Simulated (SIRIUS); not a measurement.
Runs of SIRIUS 7.12.0 on In. The structure is tetragonal, space group I4/mmm (No. 139). The conventional cell has a = 3.251 Å, b = 3.251 Å, c = 4.947 Å, α = 90.00°, β = 90.00°, γ = 90.00°. Around In (site symmetry 4/mmm) lie 12 In at 3.25 to 3.38 Å. 

| task | level | potentials or basis | energy tol | density tol | mixer | mixing beta | max scf | gap on the mesh (eV) | pressure (GPa) | V0 of scaled cells (Å³/atom) | B0 (GPa) |
| --- | --- | --- | --- | --- | --- | --- | --- | --- | --- | --- | --- |
| single point | PBE | PseudoDojo 0.4.1 PBE standard (scalar relativistic) | 1e-08 Ha | 1e-06 | anderson | 0.7 | 100 | none | 2.0 | - | - |
| equation of state | PBEsol | PseudoDojo 0.4.1 PBEsol standard (scalar relativistic) | - | - | - | - | - | - | - | (a) | 44 |
| equation of state | PBE | PseudoDojo 0.4.1 PBE standard (scalar relativistic) | - | - | - | - | - | - | - | 27.49 | (b) |
| single point | PBEsol | PseudoDojo 0.4.1 PBEsol standard (scalar relativistic) | 1e-08 Ha | 1e-06 | anderson | 0.7 | 100 | none | -0.9 | - | - |

Alike in all rows: no spin polarisation; cell as given; k mesh 11 × 11 × 11; cutoff (eV) 960; smearing fermi-dirac 0.05 eV.

Problem. Fill in the values left out.

Solution. (a) 25.59; (b) 35.

Caveats: the cell was scaled at fixed shape and fractional positions, which overstates the stiffness of a crystal with free parameters, most of all of layers and chains (some runs).

A k mesh can miss the band edges, and the runs leave out spin-orbit coupling on In.

A gap of «none» marks a metal or a gap under the smearing width.

Not every run made on this cell is shown here.
